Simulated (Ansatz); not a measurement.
# TiCo3 under pressure: fit and missing row

TiCo3, Pm-3m, a = 3.587 Å. The structure is a COD entry; whether it is the stable form wasn't checked. Ansatz: r2SCAN, PAW, 500 eV, Γ-centred 12×12×12 mesh on 4 atoms, Gaussian smearing 0.10 eV; collinear spin, largest moment 1.3 μB. Cell and atoms are relaxed at each pressure, and no other structure is tried, so the rows at high pressure may lie past a change of phase.

| V (Å³/atom) | P (GPa) |
| --- | --- |
| ? | 40.01 |
| 10.632 | 20.00 |
| 11.033 | 10.07 |
| 11.270 | 5.03 |
| 11.426 | 2.02 |
| 11.540 | -0.02 |
| 11.657 | -2.00 |

Task: Take V0 = 11.540 Å³/atom, count pressures from its P0 = -0.02 GPa, fit the third-order Birch–Murnaghan form to the other rows, and predict the missing volume.

Result: With the Eulerian strain f = ½[(V0/V)^(2/3) − 1] and y = (P − P0)/[3f(1 + 2f)^(5/2)], the form is the line y = B0 + 1.5 B0 (B0′ − 4) f. Rows (f, y): 0.02808, 207.3; 0.01520, 205.3; 0.00795, 203.6; 0.00332, 201.5; -0.00335, 200.4. Means f = 0.01024, y = 203.62; Σ(Δf)² = 0.0005807, ΣΔfΔy = 0.1325; the slope is their ratio. y = 201.3 + 228.1 f GPa, so B0 = 201.3 GPa and B0′ = 4 + 2 × (228.1)/(3 × 201.3) = 4.76. P = 40.01 GPa is met at f = 0.04956 (y = 212.60), so V = V0 (1 + 2f)^(−3/2) = 10.015 Å³/atom. The run gave 9.997 Å³/atom, so the fit is 0.018 Å³/atom too high, 1.1 % of the span of the series, against an rms of 0.0008 Å³/atom on the fitted rows. The row lies outside the fitted range. The points of y bend away from a line: a fourth-order term fitted to them gives P = 40.00 GPa at this row's volume (the line 40.69, the run 40.01).

The state reached may not be the lowest one.